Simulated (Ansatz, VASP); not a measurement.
## C in VASP and in Ansatz

Contents of INCAR:

```
SYSTEM = C
PREC     = Accurate       ! precision mode
ENCUT    = 580            ! plane-wave cutoff, eV
EDIFF    = 1E-7           ! SCF threshold, eV
ISMEAR   = -1             ! smearing method
SIGMA    = 0.05           ! smearing width, eV
LREAL    = .FALSE.        ! projectors in reciprocal space
LASPH    = .TRUE.         ! aspherical terms in the spheres
NELM     = 100            ! most SCF steps
ALGO     = Normal         ! electronic algorithm
ISIF     = 3              ! what is computed and relaxed
LWAVE    = .FALSE.        ! write WAVECAR
LCHARG   = .FALSE.        ! write CHGCAR
GGA      = PE             ! functional
IBRION   = 2              ! ionic algorithm
NSW      = 40             ! ionic steps
EDIFFG   = -0.01          ! ionic threshold
```

File KPOINTS:

```
Automatic mesh
0
G
  12 12 4
  0 0 0
```

POSCAR

```
C
1.0
    2.5221000000      0.0000000000      0.0000000000
   -1.2610500000      2.1842026709      0.0000000000
    0.0000000000      0.0000000000      8.2371000000
C
8
Direct
    0.6666666667      0.3333333333      0.8437500000
    0.3333333333      0.6666666667      0.3437500000
    0.6666666667      0.3333333333      0.6562500000
    0.3333333333      0.6666666667      0.1562500000
    0.0000000000      0.0000000000      0.9062500000
    0.0000000000      0.0000000000      0.4062500000
    0.0000000000      0.0000000000      0.5937500000
    0.0000000000      0.0000000000      0.0937500000
```

input.yaml

```yaml
crystal:
  lattice:
    - [2.5221, 0.0, 0.0]
    - [-1.26105, 2.1842026709, 0.0]
    - [0.0, 0.0, 8.2371]
  atoms:
    - { symbol: C, position: [0.6666666667, 0.3333333333, 0.84375] }
    - { symbol: C, position: [0.3333333333, 0.6666666667, 0.34375] }
    - { symbol: C, position: [0.6666666667, 0.3333333333, 0.65625] }
    - { symbol: C, position: [0.3333333333, 0.6666666667, 0.15625] }
    - { symbol: C, position: [0.0, 0.0, 0.90625] }
    - { symbol: C, position: [0.0, 0.0, 0.40625] }
    - { symbol: C, position: [0.0, 0.0, 0.59375] }
    - { symbol: C, position: [0.0, 0.0, 0.09375] }
hamiltonian:
  xc: pbe
  pseudopotentials: { kind: paw }
kpoints:
  mp_grid: { grid: [12, 12, 4] }
scf:
  occupations: { method: fermi_dirac, width: 0.05 }
output:
  forces: true
  stress: true
  write_density: true
  write_potential: true
  elf: true
  volumetric_format: npy
relax:
  f_tol: 0.01
  max_steps: 40
  cell: { stress_tol: 0.05 }
```

This is a hexagonal form of diamond, not graphite.

Alike in both runs: task relaxation of cell and atoms; functional PBE; k mesh 12 × 12 × 4; occupations fermi-dirac, width 0.05 eV; no spin polarisation.

|  | VASP | Ansatz |
| --- | --- | --- |
| version | VASP 6.6.1 | Ansatz 0.2.0 |
| potentials or method | VASP PAW PBE potentials, release 64 (C) | Ansatz PAW |
| plane-wave cutoff (eV) | 580 | 420 |
| valence electrons in the cell | 32 | 32 |

|  | VASP | Ansatz | Ansatz less VASP |
| --- | --- | --- | --- |
| gap on the k mesh at the Fermi level, each at its own relaxed structure (eV) | 4.53 | 4.54 | +0.011 |
| relaxed volume (Å³/atom) | 5.70 | 5.70 | -0.002 |
| relaxed cell length with the largest relative difference (Å) | 2.518 | 2.518 | -0.0004 |
| energy change over the relaxation (meV/atom) | -3 | -3 | 0.0 |

Caveats: the plane-wave basis is chosen anew once the cell has moved, so the energies of steps on either side of that aren't comparable (Ansatz); the pressure holds a Pulay correction of +1.0 GPa for the finite cutoff (Ansatz). A k mesh can miss the band edges. PBE usually gives volumes a little too large and moduli too small. Zero-point motion and thermal expansion aren't in these numbers.
